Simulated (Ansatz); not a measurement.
**Sr: levels along high-symmetry lines**

```
Sr
1.0
    -2.42500    2.42500    2.42500
     2.42500   -2.42500    2.42500
     2.42500    2.42500   -2.42500
Sr
1
Direct
  0.00000 0.00000 0.00000
```

Structure: COD 9008551, as refined from experiment and not relaxed. It was measured hot, at 887 K.

Theory: DFT, PBE, all-electron LAPW, Dirac equation with spin-orbit coupling in Ansatz 0.2.0.

Settings: a Γ-centred 10×10×10 k mesh, Fermi–Dirac smearing of 0.05 eV, basis error target 0.5 meV/atom, no spin polarisation.

Points in fractions of the reciprocal vectors of this cell: Γ (0, 0, 0), H (0.5, -0.5, 0.5), N (0, 0, 0.5), P (0.25, 0.25, 0.25). The path joins them by straight lines in the order Γ–H–N–Γ–P–H–P–N; legs that retrace an earlier one aren't tabulated. Energies are in eV from the Fermi level.

Problem. Metal or insulator at this level of theory?

Solution. No gap opens: metallic or semimetallic.

Problem. Tabulate bands 18 to 23, counted from the lowest band of the run, along the path.

Solution. 
```
k (1/Å)  point  band 18  band 19  band 20  band 21  band 22  band 23
   0.00      Γ   -18.20    -3.61    -3.61     2.30     2.30     2.30
   0.26          -18.21    -3.28    -3.28     2.16     2.16     2.19
   0.52          -18.25    -2.38    -2.38     1.76     1.76     2.02
   0.78          -18.29    -1.15    -1.15     0.75     0.75     2.19
   1.04          -18.32    -0.24    -0.24     0.11     0.11     2.74
   1.30      H   -18.33    -0.11    -0.11    -0.11    -0.11     3.29
   1.48          -18.33    -0.09    -0.09    -0.04    -0.04     2.66
   1.66          -18.30    -0.05    -0.05    -0.02    -0.02     1.95
   1.85          -18.27    -0.41    -0.41     0.04     0.04     1.73
   2.03          -18.24    -0.83    -0.83     0.11     0.11     1.34
   2.21      N   -18.23    -1.00    -1.00     0.14     0.14     1.20
   2.39          -18.23    -1.47    -1.47     0.49     0.49     1.28
   2.58          -18.22    -2.27    -2.27     1.08     1.08     1.51
   2.76          -18.21    -2.97    -2.97     1.73     1.73     1.85
   2.94          -18.20    -3.44    -3.44     2.17     2.17     2.20
   3.13      Γ   -18.20    -3.61    -3.61     2.30     2.30     2.30
   3.35          -18.20    -3.36    -3.36     2.09     2.09     2.10
   3.58          -18.22    -2.67    -2.67     1.50     1.50     1.51
   3.80          -18.23    -1.65    -1.65     0.90     0.90     0.93
   4.03          -18.26    -0.48    -0.48     0.50     0.50     0.54
   4.25      P   -18.29     0.26     0.26     0.34     0.34     0.34
   4.47          -18.27     0.18     0.18     0.23     0.23     0.25
   4.70          -18.26     0.14     0.14     0.20     0.20     0.27
   4.92          -18.29     0.07     0.07     0.10     0.10     0.97
   5.15          -18.32    -0.05    -0.05    -0.04    -0.04     2.26
   5.37      H   -18.33    -0.11    -0.11    -0.11    -0.11     3.29
   6.49      P   -18.29     0.26     0.26     0.34     0.34     0.34
   6.62          -18.28     0.10     0.10     0.21     0.21     0.48
   6.75          -18.26    -0.29    -0.29     0.15     0.15     0.69
   6.88          -18.24    -0.66    -0.66     0.14     0.14     0.93
   7.01          -18.23    -0.91    -0.91     0.14     0.14     1.12
   7.14      N   -18.23    -1.00    -1.00     0.14     0.14     1.20
```
